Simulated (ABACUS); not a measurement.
The system is Br.

```
Br
1.0
    -1.42349    1.42349    3.57752
     1.42349   -1.42349    3.57752
     1.42349    1.42349   -3.57752
Br
1
Direct
  0.00000 0.00000 0.00000
```

| Quantity | Value |
| --- | --- |
| Program | ABACUS 3.10.1 |
| Task | single point |
| Functional | PBE |
| Potentials or basis | PseudoDojo NC SR 0.4.1 PBE standard |
| Cutoff | 639 eV |
| Density cutoff | 2558 eV |
| Basis | plane waves |
| k mesh | 13 × 13 × 13 |
| Occupations | fermi-dirac, width 0.05 eV |
| Spin | no spin polarisation |

On this cell: pressure 1.4 GPa; band gap on the k mesh none (metal or under the smearing width).

The same run follows on a disturbed copy (cell strained at random at fixed volume):

```
Br
1.0
    -1.37086    1.42822    3.50710
     1.54394   -1.43502    3.57868
     1.34378    1.40794   -3.50981
Br
1
Cartesian
  0.0162 0.0371 -0.0072
```

Problem. What does the disturbed cell give?

Solution. The energy (extrapolated to zero smearing) moves by +4.6 meV/atom; pressure 0.9 GPa; band gap on the k mesh none (metal or under the smearing width).

Stress tensor (GPa, compression positive):
```
-0.18  0.10 -0.24
 0.10  1.08  0.00
-0.24  0.00  1.88
```

Caveats: an odd number of electrons without spin polarisation forces a metal; a magnetic or distorted state may lie lower.
